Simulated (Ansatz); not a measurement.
## Zn under changes of volume

One of the cells (15.451 Å³/atom); the others are scaled copies at fixed shape and fractional positions:

```
Zn
1.0
    -1.56904    1.56904    1.56904
     1.56904   -1.56904    1.56904
     1.56904    1.56904   -1.56904
Zn
1
Direct
  0.00000 0.00000 0.00000
```

This isn't the form of Zn at room conditions, which is hcp.

- Program: Ansatz 0.2.0
- Functional: LDA
- Potentials or basis: all-electron LAPW, scalar-relativistic
- Cutoff: 253 eV (chosen from the basis error)
- Basis error allowed: 0.001 eV/atom
- k mesh: 12 × 12 × 12
- Occupations: fermi-dirac, width 0.05 eV
- Spin: no spin polarisation

```tsv
volume (Å³/atom)	energy over the lowest point (meV/atom)	pressure (GPa)
14.524	0.00	-5.0
14.833	10.71	-6.2
15.142	23.63	-7.3
15.451	38.59	-8.3
15.760	55.27	-9.1
16.069	?	?
16.378	92.75	-10.3
```

**Question.** What does the run at 16.069 Å³/atom give?

**Answer.** Energy over the lowest point 73.40 meV/atom; pressure -9.8 GPa.

Worked out: A Birch-Murnaghan fit of order 3 (a polynomial in V^(-2/3)) to the other rows has no minimum within the range. It gives 73.38 meV/atom at 16.069 Å³/atom, against the run's 73.40, and -dE/dV = -9.7 GPa, against -9.8.

Energies are extrapolated to zero smearing.
